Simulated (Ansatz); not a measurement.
Ta₂Si: a film clamped to a substrate

All numbers below come from DFT r2SCAN, scalar-relativistic, plane waves, PAW in Ansatz. Cutoff 500 eV, Γ-centred 12×12×12 k-points, Gaussian smearing of 0.15 eV. Spin–orbit coupling is left out, which matters for the heavy elements here. No spin polarisation. Energies are free energies at this smearing, counted from the undisturbed cell; pressure is positive in compression.

Reference structure (relaxed at this level; it needn't be the usual structure):

```yaml
crystal:
  lattice:
    - [-3.08411, 3.08411, 2.52470]
    - [3.08411, -3.08411, 2.52470]
    - [3.08411, 3.08411, -2.52470]
  atoms:
    - { symbol: Ta, position: [0.66358, 0.83642, 0.50000] }
    - { symbol: Ta, position: [0.83642, 0.33642, 0.17283] }
    - { symbol: Ta, position: [0.33642, 0.16358, 0.50000] }
    - { symbol: Ta, position: [0.16358, 0.66358, 0.82717] }
    - { symbol: Si, position: [0.25000, 0.25000, 0.00000] }
    - { symbol: Si, position: [0.75000, 0.75000, 0.00000] }
```

The cell (6 atoms, V0 = 96.06 Å³) is strained by p along both x and y and by q along z, fractional coordinates fixed. τp = (1/V0) ∂E/∂p = (σxx + σyy)(1 + p)(1 + q) and τq = (1/V0) ∂E/∂q = σzz(1 + p)², with tension positive.

| p | q | ΔE (meV/atom) | τp (GPa) | τq (GPa) |
| --- | --- | --- | --- | --- |
| 0.000 | 0.000 | 0.00 | 0.08 | -0.12 |
| -0.040 | 0.000 | 94.43 | -49.61 | -14.56 |
| 0.040 | 0.000 | 78.13 | 37.18 | 11.05 |
| 0.000 | -0.040 | 33.06 | -13.04 | -17.50 |
| 0.000 | 0.040 | 25.39 | 12.28 | 12.06 |

Problem. Get the second derivatives of the energy density.

Solution. Central differences give A = ∂τp/∂p = 1085 GPa (C11 + C22 + 2 C12), C = ∂τq/∂q = 370 GPa (C33) and the cross term B = ∂τq/∂p = 320 GPa (C13 + C23); ∂τp/∂q = 317 GPa must equal B, and any difference shows higher-order terms. Steps this large leave an error of some per cent of A or C in all of these, which can swamp a small B. The ions are clamped.

Problem. A film of this crystal grows with z along the normal on a substrate that imposes p. How does its thickness respond, and what does the misfit cost?

Solution. Count p and q from the stress-free cell. A free surface needs τq = 0, so q = −(B/C) p = -0.87 p. The energy density left is (A − B²/C) p²/2 = M p², with the biaxial modulus M = 404 GPa; a misfit of 1 % costs 4.04 meV/atom, against 5.42 meV/atom if the thickness were held.

At p = 0.080 the energies along q are 258.1 (q = -0.080), 234.7 (q = -0.040), 283.5 (q = 0.000), 384.5 (q = 0.040), 520.6 (q = 0.080) meV/atom.

Problem. Does the linear rule hold at this misfit?

Solution. A parabola through the lowest point and its neighbours has its minimum at q = -0.047, 233.5 meV/atom. With the stress left in the starting cell, τp0 and τq0, linear elasticity gives q = −(τq0 + Bp)/C = -0.069 and E = V0(τp0 p + τq0 q + Ap²/2 + Bpq + Cq²/2)/N = 259.7 meV/atom. The energies differ by more than a tenth, so the quadratic law fails here: the gap holds the anharmonic part, with some error from the wide steps. Cubic terms also shift the vertex of so wide a parabola.

Forces appear on the atoms along this scan, and letting them relax would lower the energy and soften the response. In a metal these slopes depend on the k mesh and the smearing.

Letting the film thickness adjust lowers the cost of a 1 % misfit from 5.42 to 4.04 meV/atom, so the Poisson response relieves only part of the in-plane strain energy. The thickness changes by -0.87 p, far less than constant volume would require, and a film under tension therefore expands in volume.

Along both strain directions compression costs more than equal extension. This is the usual anharmonicity of cohesion: overlap repulsion and electronic kinetic energy rise steeply as atoms approach, while the restoring forces weaken as the Ta d–d and Ta–Si d–p bonds stretch. The same softening explains why the energy at p = 0.080 falls to about 233.5 meV/atom, below the linear estimate of 259.7. A compressive misfit of that size would probably deviate the other way, making the quadratic law an underestimate.

The larger value of A compared with C does not show that the basal plane is stiffer, because A combines two axes and their coupling; equal biaxial strain cannot separate C11 from C12.
